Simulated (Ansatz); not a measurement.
# Relaxation of GePt

The start is GePt, a database entry, slightly rescaled. Where does it settle when we relax the atoms in a fixed cell, and what is it like there?

Method: DFT, PBE, no spin polarisation, plane waves, PAW, in Ansatz 0.2.0.

### Step 1. The structure

It takes space group Pnma (No. 62, orthorhombic). The conventional cell has a = 5.747 Å, b = 3.711 Å, c = 6.104 Å, α = 90.00°, β = 90.00°, γ = 90.00°. Pt (site symmetry m) is surrounded by 6 Ge at 2.51 to 2.64 Å. Ge (site symmetry m) is surrounded by 6 Pt at 2.51 to 2.64 Å.

In its conventional cell, by symmetry (the run takes the cell typed in the input):

```cif
data_structure
_symmetry_space_group_name_H-M 'Pnma'
_symmetry_Int_Tables_number 62
_cell_length_a 5.7474
_cell_length_b 3.7110
_cell_length_c 6.1044
_cell_angle_alpha 90.000
_cell_angle_beta 90.000
_cell_angle_gamma 90.000
_cell_volume 130.20
loop_
_atom_site_label
_atom_site_type_symbol
_atom_site_symmetry_multiplicity
_atom_site_Wyckoff_symbol
_atom_site_fract_x
_atom_site_fract_y
_atom_site_fract_z
_atom_site_occupancy
Pt1 Pt 4 c 0.99000 0.75000 0.19500 1
Ge1 Ge 4 c 0.80500 0.75000 0.59000 1
```

The first density is read from a saved solution for the starting cell.

### Step 2. The relaxation

Input file input.yaml:

```yaml
crystal:
  lattice:
    - [6.104383, 0.0, 0.0]
    - [0.0, 5.747425, 0.0]
    - [0.0, 0.0, 3.71096]
  atoms:
    - { symbol: Pt, position: [0.195, 0.01, 0.25] }
    - { symbol: Pt, position: [0.805, 0.99, 0.75] }
    - { symbol: Pt, position: [0.695, 0.49, 0.75] }
    - { symbol: Pt, position: [0.305, 0.51, 0.25] }
    - { symbol: Ge, position: [0.59, 0.195, 0.25] }
    - { symbol: Ge, position: [0.41, 0.805, 0.75] }
    - { symbol: Ge, position: [0.09, 0.305, 0.75] }
    - { symbol: Ge, position: [0.91, 0.695, 0.25] }
  symmetry: { tolerance: 0.0003 }
kpoints:
  mp_grid: { grid: [4, 5, 7], shift: [0, 0, 0] }
magnetization:
  spin_polarized: false
scf:
  occupations: { method: gaussian, width: 0.0842 }
  lower_state_search: "off"
hamiltonian:
  pseudopotentials: { kind: paw }
  xc: pbe
basis:
  ecutwfc: 420
  fft_grid_basis: typed
relax:
  max_steps: 80
  f_tol: 0.03
output:
  forces: true
  stress: true
  eigenvalues: true
  bader: true
  populations: true
  elf: true
  write_potential: true
  volumetric_format: npy
  dos:
    e_range: [-12, 8]
    de: 0.05
    projected: { site_lists: { Ge: [Ge], Pt: [Pt] } }
checkpoint:
  read: saved_state
```

Launch:

```sh
$ ansatz run input.yaml --threads 2 --pin off --max-ram 3584MiB --backend cpu --events-out ev --progress --plain --runs-dir out
```

Standard output, shortened:

```text
Warning: output.stress: scf.convergence.dr2_threshold = 1e-7 eV (the SCF's general default) is looser than the 8e-10 eV advised for a printed stress (1e-10 eV for each atom of the cell: 8). What an SCF threshold leaves in a stress goes as its square root, and in the free energy as the [...]
Warning: checkpoint.read: basis.xc_grid differs: saved 1, current 2 (points along each axis for each point of the dense box; where the key is left out runs that use forces, runs that use the stress, dielectric runs by a finite field, finite-displacement phonons, runs of [...]
Warning: RAYON_NUM_THREADS=2 ignored (pool sized by the plan → 2); use --threads N
[...]
Pseudopotentials: kind: paw
Pseudopotential: Pt, paw, valence charge 18, recommended cutoff 420 eV (normal), Pt.paw.azcp
Pseudopotential: Ge, paw, valence charge 14, recommended cutoff 420 eV (normal), Ge.paw.azcp
Functional definition: PBE
[...]
Crystal: 8 atoms, lattice volume = 130.197 Å³
Basis set: ecut = 420 eV, 2555 PW (Γ), exchange–correlation on 90×80×50 points (8 copies of the dense FFT grid, shifted against one another)
Bands: 77, of which v1, the nominal top of the filled ones, is band 64 counted from 1 (63 counted from 0)
Symmetry: 8 space group operations
Space group: Pnma (ITA 62), of the structure as read, at distance tolerance 1.5e-3 Å
k-points: 36 of 140
[...]
SCF iter   1: F=—  HF=-67275.596924 eV  |F-HF|=—  |Δ(HF+E_count)|=         —  Δρ=1.48e-3  dr2=2.05e-3  ethr=1.42e-6  ⟨swp⟩=3.1  Hψ=15968  notcnv=0
[...]
relax step   1: F+E_penalty+E_count = -67275.59708906 eV  Δ(F+E_penalty+E_count) = +0.000e0 eV  max|allowed force component| = 3.900e-1 eV/Å  Δτ_max = 0.0000 Å  (7 SCF iters, accepted)
[...]
relax step   2: F+E_penalty+E_count = -67275.64815402 eV  Δ(F+E_penalty+E_count) = -5.106e-2 eV  max|allowed force component| = 1.812e-1 eV/Å  Δτ_max = 0.0562 Å  (5 SCF iters, dr2 threshold 9.51e-6 eV, accepted)
[...]
relax step   3: F+E_penalty+E_count = -67275.66240417 eV  Δ(F+E_penalty+E_count) = -1.425e-2 eV  max|allowed force component| = 7.322e-2 eV/Å  Δτ_max = 0.0333 Å  (5 SCF iters, dr2 threshold 2.05e-6 eV, accepted)
SCF iter   1: F=—  HF=-67275.664419 eV  |F-HF|=—  |Δ(HF+E_count)|=         —  Δρ=1.56e-3  dr2=1.05e-3  ethr=9.97e-6  ⟨swp⟩=2.0  Hψ=4732  notcnv=0  defer=236
[...]
```

### Step 3. The output, continued

The log, continued, shortened:

```text
SCF iter   2: F=—  HF=-67275.664331 eV  |F-HF|=—  |Δ(HF+E_count)|=   8.81e-5  Δρ=8.87e-4  dr2=3.81e-4  ethr=8.17e-7  ⟨swp⟩=1.0  Hψ=3204  notcnv=0  defer=236
[...]
SCF iter   6: F=-67275.664221 eV  HF=-67275.664221 eV  |F-HF|=1.99e-8  |Δ(HF+E_count)|=   1.67e-8  Δρ=5.25e-6  dr2=4.93e-8  ethr=7.81e-11  ⟨swp⟩=12.3  Hψ=17304  notcnv=0
[...]
relax step   4: F+E_penalty+E_count = -67275.66422053 eV  Δ(F+E_penalty+E_count) = -1.816e-3 eV  max|allowed force component| = 1.686e-2 eV/Å  Δτ_max = 0.0131 Å  (6 SCF iters, accepted)
SCF converged after 6 iterations
Free energy (F): -67275.664221 eV
[...]
E sigma→0 (E₀):  -67275.661577 eV
Entropy (-TS):   -0.005287 eV (-0.661 meV/atom)
Fermi energy:    17.750377 eV
[...]
--- Forces (eV/Å), atoms counted from 1 ---
  atom   1  Pt     0.01685895     0.00734427     0.00000000
  atom   2  Pt    -0.01685895    -0.00734427     0.00000000
[...]
    - { symbol: Ge, position: [0.5881509684302242, 0.18443114211148054, 0.25] }
    - { symbol: Ge, position: [0.4118490315697756, 0.8155688578885196, 0.75] }
    - { symbol: Ge, position: [0.08815096843022435, 0.31556885788851946, 0.75] }
    - { symbol: Ge, position: [0.9118490315697754, 0.6844311421114806, 0.25] }
--- Löwdin populations: 8 sites ---
  site symbol       q [e]
     0     Pt     17.6259
     1     Pt     17.6259
     2     Pt     17.6259
     3     Pt     17.6259
     4     Ge     14.2348
     5     Ge     14.2348
     6     Ge     14.2348
     7     Ge     14.2348
  spilling = 0.004353 (of n_electrons = 128.000000)
--- Bader charges: 8 sites ---
  site symbol  charge [e]  shift [e]
     0     Pt     -0.6232     0.0020
     1     Pt     -0.6233     0.0020
     2     Pt     -0.6232     0.0020
     3     Pt     -0.6232     0.0020
     4     Ge      0.6232     0.0020
     5     Ge      0.6233     0.0020
     6     Ge      0.6232     0.0020
     7     Ge      0.6233     0.0020
  estimated error of the sums over rays = 6.3e-4 e
```

Run time: 86 s. Hardware: 2 threads of Arm Neoverse V2, shared host; peak memory 0.61 GiB.

Relaxation path:

| step | energy from step 1 (eV/cell) | largest force component (eV/Å) |
| --- | --- | --- |
| 1 | 0.0000 | 0.3900 |
| 2 | -0.0511 | 0.1812 |
| 3 | -0.0653 | 0.0732 |
| 4 | -0.0671 | 0.0169 |

Step 1 is the start.

The largest move, 0.06 Å, is shared by several atoms, Ge5 among them.

### Step 4. States by energy

Counts of states in windows (eV from the Fermi level; tetrahedra), total and projected:

```
from    to  total  Ge s  Ge p  Pt s  Pt d
-8.0  -7.0   0.86  0.04  0.36  0.15  0.31
-7.0  -6.0   5.17  0.19  1.94  0.55  2.45
-6.0  -5.0   9.35  0.16  1.77  0.29  7.06
-5.0  -4.0   9.16  0.15  1.42  0.14  7.35
-4.0  -3.0  10.15  0.14  1.26  0.19  8.41
-3.0  -2.0   6.83  0.17  0.75  0.15  5.66
-2.0  -1.0   4.29  0.31  1.47  0.12  2.23
-1.0   0.0   2.10  0.25  0.72  0.09  0.99
 0.0   1.0   2.86  0.52  1.01  0.17  1.06
 1.0   2.0   3.25  0.50  1.46  0.29  0.87
 2.0   3.0   3.30  0.32  1.76  0.39  0.63
 3.0   4.0   3.74  0.20  2.16  0.54  0.55
 4.0   5.0   3.36  0.08  2.02  0.48  0.40
```

### Step 5. Atomic charges

Gathered by element (positive charge: electrons given up): Löwdin charges also hold the electrons that the projection spills.

```csv
element,atoms,Bader charge (e),Bader volume (Å³),Löwdin charge (e)
Pt,4,-0.62,19.0,+0.37
Ge,4,+0.62,13.5,-0.23
```

The Löwdin projection spills 0.4 % of the electrons and depends on the orbitals chosen; where it disagrees with Bader's partition, neither is an observable.

### Step 6. Maps of the fields

Maps in the plane spanned by a and b at height 0.750 along c (axes of the input's cell), one cell: a runs left to right (18 points from zero), b bottom to top (17 points), 90° apart. Near the nuclei they are pseudo-fields.

Valence density. Ten steps from '0' (0.05 e/Å³) to '9' (43.90 e/Å³), finer at the low end (step k begins (100^(k/10) - 1)/99 of the way up):
```
100001122111256653
000001366311134431
000001599411111210
000001487311000000
000000233211111000
000000011112332100
000000000124554200
000000000135765310
111100000136765311
234210000024654211
488410000012332111
499510000001111011
255310000000000111
111100000000011211
110000000000134431
100000000001256652
100000000001357763
```

ELF. Ten even steps from '0' (0.01) to '9' (0.69):
```
321245544565589996
321255300356358875
210245100156333444
100144200356433332
000134433565333322
000023455655654332
111122345447998543
444432223369999644
545553112369999556
422454212358997456
200155211345654365
200144200233333465
411343100123333455
554442000013334446
555431100123468764
343222232334599985
322124554554699996
```

Atoms within 0.2 Å of the plane, in fractions of a and b: Pt at (0.81, 1.00), Pt at (0.69, 0.50), Ge at (0.41, 0.82), Ge at (0.09, 0.32).

At the density minimum on some short contacts:

```
contact  length (Å)  minimum at (fraction)  density (e/Å³)   ELF
Pt1–Ge8       2.495                   0.55           0.498  0.45
```

```
fraction  Pt1–Ge8
     0.2     6.91
     0.3      2.8
     0.4    0.904
     0.5    0.524
     0.6    0.527
     0.7     0.97
     0.8     4.57
```

(Smooth valence density in e/Å³ at fractions of each contact.)

### Step 7. Summary of results

```
                                                 quantity                 value
                                                    moves                     3
                                            energy gained          8.4 meV/atom
                                             largest move           0.06 Å (Ge)
                     space group (0.01 Å), before / after           Pnma / Pnma
                          pressure left in the fixed cell               5.8 GPa
                                                character                 metal
density of states, mean within 0.25 eV of the Fermi level   1.8 per eV per cell
                                            Bader charges  Pt -0.62, Ge +0.62 e
```

What this shows: In the fixed cell the largest move of an atom is 0.06 Å; the energy fell by 8.4 meV per atom. The fixed cell still holds a mean pressure of 5.8 GPa, so it would expand if let free. The run held to 8 symmetry operations, so a lower structure without them is not ruled out. It is a metal; within 0.25 eV of the Fermi level the density of states averages 1.8 per eV per cell, mostly Pt d (44 %), Ge p (33 %) and Ge s (16 %). By Bader's partition Ge gives up most (+0.62 e) and Pt takes most (-0.62 e).

Caveats: the SCF threshold is loose for a stress.
